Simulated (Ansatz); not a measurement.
TiS$_{2}$, one cell by several methods

```yaml
crystal:
  lattice:
    - [3.38910, 0.00000, 0.00000]
    - [-1.69455, 2.93505, 0.00000]
    - [0.00000, 0.00000, 5.65678]
  atoms:
    - { symbol: Ti, position: [0.00000, 0.00000, 0.00000] }
    - { symbol: S, position: [0.33333, 0.66667, 0.25000] }
    - { symbol: S, position: [0.66667, 0.33333, 0.75000] }
```

Atom numbers follow the list: Ti1, S2, S3.

Conventional cell: a = 3.389 Å, b = 3.389 Å, c = 5.657 Å, α = 90.00°, β = 90.00°, γ = 120.00°. Ti (atom 1) is surrounded by 6 S at 2.41 Å. S (atom 2) has 3 Ti at 2.41 Å as nearest neighbours.

The cell comes from COD entry 1537865, which wasn't checked; take it as a given geometry. It is an old determination, and later ones may differ. The listed cell was then made from it by scaling, straining or moving an atom.

All numbers are computed: DFT, LDA, PAW with Ansatz's default frozen-core files, scalar-relativistic (Ansatz 0.2.0); DFT, LDA, all-electron LAPW, scalar-relativistic (Ansatz 0.2.0).

For PAW: a Γ-centred 12×12×7 k mesh, Fermi–Dirac smearing of 0.05 eV, cutoff 420 eV, no spin polarisation; the PAW files were made with PBE, and the program remakes their frozen cores for this functional. LAPW targets a basis error of 1 meV/atom. The Ansatz runs share mesh, smearing and spin set-up. Plane-wave (PAW) pressures include the program's estimate of the Pulay term.

Stress and pressure are positive in compression.

The change that made this cell: volume scaled by 0.98.

PAW results:

| quantity | PAW |
| --- | --- |
| pressure (GPa) | -4.48 |
| stress xx (GPa) | -4.94 |
| stress zz (GPa) | -3.55 |
| force on S2, z (eV/Å) | -0.222 |

(1) What does all-electron LAPW give for the same quantities?

## Answers

(1) 
```json
{"quantity": "pressure (GPa)", "LAPW": "-4.45"}
{"quantity": "stress xx (GPa)", "LAPW": "-4.91"}
{"quantity": "stress zz (GPa)", "LAPW": "-3.52"}
{"quantity": "force on S2, z (eV/Å)", "LAPW": "-0.219"}
```
